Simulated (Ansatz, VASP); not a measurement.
**One calculation of Pb, two programs**

File INCAR:

```
SYSTEM = Pb
ALGO = Normal
EDIFF = 1E-6
ENCUT = 520
GGA = PE
ISIF = 2
ISMEAR = -1
LASPH = .TRUE.
LCHARG = .FALSE.
LREAL = .FALSE.
LWAVE = .FALSE.
NBANDS = 21
NELM = 100
PREC = Accurate
SIGMA = 0.05
```

File KPOINTS:

```
k-points
0
G
  8 8 8
  0 0 0
```

File POSCAR:

```
Pb
1.0
    0.0000000000      3.4159188228      3.4159188228
    3.4159188228      0.0000000000      3.4159188228
    3.4159188228      3.4159188228      0.0000000000
Pb
2
Direct
    0.0000000000      0.0000000000      0.0000000000
    0.2500000000      0.2500000000      0.2500000000
```

Input for Ansatz:

```yaml
crystal:
  lattice:
    - [0.0, 3.4159188228, 3.4159188228]
    - [3.4159188228, 0.0, 3.4159188228]
    - [3.4159188228, 3.4159188228, 0.0]
  atoms:
    - { symbol: Pb, position: [0.0, 0.0, 0.0] }
    - { symbol: Pb, position: [0.25, 0.25, 0.25] }
kpoints:
  mp_grid: { grid: [8, 8, 8] }
  band_path:
    path:
      - [0.0, 0.0, 0.0]
      - [0.5, 0.0, 0.5]
      - [0.625, 0.25, 0.625]
      - [0.375, 0.375, 0.75]
      - [0.0, 0.0, 0.0]
      - [0.5, 0.5, 0.5]
      - [0.5, 0.25, 0.75]
      - [0.5, 0.0, 0.5]
    npoints: 5
scf:
  occupations: { method: fermi_dirac, width: 0.05 }
hamiltonian:
  xc: pbe
  pseudopotentials: { kind: all_electron, lapw: { basis_error: 0.00025 } }
output:
  forces: true
  stress: true
  eigenvalues: true
```

Change from the starting cell: volume scaled by 0.98.

Alike in both runs: task single point; functional PBE; k mesh 8 × 8 × 8; occupations fermi-dirac, width 0.05 eV; no spin polarisation.

|  | VASP | Ansatz |
| --- | --- | --- |
| version | VASP 6.6.1 | Ansatz 0.2.0 |
| potentials or method | VASP PAW PBE potentials, release 64 (Pb_d) | all-electron LAPW, scalar-relativistic |
| plane-wave cutoff (eV) | 520 | see its input |

|  | VASP | Ansatz | Ansatz less VASP |
| --- | --- | --- | --- |
| pressure (GPa) | 3.1 | 3.1 | +0.06 |

Ansatz ran all-electron here, so the differences hold the error of VASP's frozen core and of both bases.

Spin-orbit coupling is left out, which matters for the levels of Pb.
